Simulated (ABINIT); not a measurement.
Planning a run of ABINIT 10.8.3 on BN (Qingsongite). The input:

```
acell 3*1.0 Angstrom
rprim 
  -0.000000000000 1.807500000000 1.807500000000
  1.807500000000 0.000000000000 1.807500000000
  1.807500000000 1.807500000000 -0.000000000000
ntypat 2
znucl 5 7
natom 2
typat 1 2
xred 
  0.000000000000 0.000000000000 0.000000000000
  0.250000000000 0.250000000000 0.250000000000
pp_dirpath "pseudos"
pseudos "B.upf, N.upf"
ecut 36
ngkpt 8 8 8
nshiftk 1
shiftk 0 0 0
kptopt 1
chksymbreak 0
istwfk *1
occopt 1
irdwfk 1
optdriver 3
nband 53
ecuteps 8.4
inclvkb 2
awtr 1
symchi 1
gwcalctyp 1
nfreqre 0
nfreqim 16
indata_prefix "in"
outdata_prefix "out"
tmpdata_prefix "tmp"
```

```sh
OMP_NUM_THREADS=1 mpirun -n 8 abinit run.abi > log
```

**Question.** How long will it take on 8 MPI ranks of Arm Neoverse V2, shared host, and how much memory?

It took 2.3 min; on shared hardware allow 70 s to 4.7 min. Peak host memory was 0.97 GiB.

[Paths, hosts, dates, memory and timing lines, banners, echoed tables and standing remarks are left out of the program output.]

[Logs are printed without paths, hosts, clocks, repeated set-up lines and the standing remarks that a program may print on its own settings, such as how far it seeks lower states.]

[Runs of the session that timed out or met a known fault of the program may be left out.]

[Hosts, paths, dates, database ids (printed as entryN), source tags and the programs' standing remarks are cut or masked in the printed files.]

[G0W0 gaps are taken among the corrected bands and points alone; a level outside them can change the order at an edge.]

[Where Ansatz stands beside ABINIT at settings called matched, ABINIT's density can come from a denser mesh and the files from another edition; pairs whose starting gaps differed by over 0.03 eV were left out, so agreement reads better than it is.]
